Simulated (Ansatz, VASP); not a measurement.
## Two plane-wave programs on GaN

```xyz
2
Lattice="0.0000 2.0077 2.8389 2.0077 0.0000 2.8389 2.0077 2.0077 0.0000" Properties=species:S:1:pos:R:3 pbc="T T T"
Ga    0.0000    0.0000    0.0000
N     3.0116    3.0116    4.2584
```

Alike in both runs: task single point; functional PBE; k mesh 12 × 12 × 12; occupations gaussian, width 0.05 eV; no spin polarisation.

|  | VASP | Ansatz |
| --- | --- | --- |
| version | VASP 6.6.1 | Ansatz 0.2.0 |
| potentials or method | VASP PAW PBE potentials, release 64 (Ga_d, N) | scalar-relativistic, plane waves, PAW |
| plane-wave cutoff (eV) | 520 | 420 |
| valence electrons in the cell | 18 | 18 |

```tsv
	VASP	Ansatz	Ansatz less VASP
gap on the k mesh at the Fermi level (eV)	none	none	-
pressure (GPa)	1.1	0.7	-0.34
largest component of the traceless stress (GPa)	53.65	53.76	+0.107
```

A gap of «none» marks a metal or a gap that the smearing closes. The functional is the same, so the differences come from potentials, cutoffs and numerics.
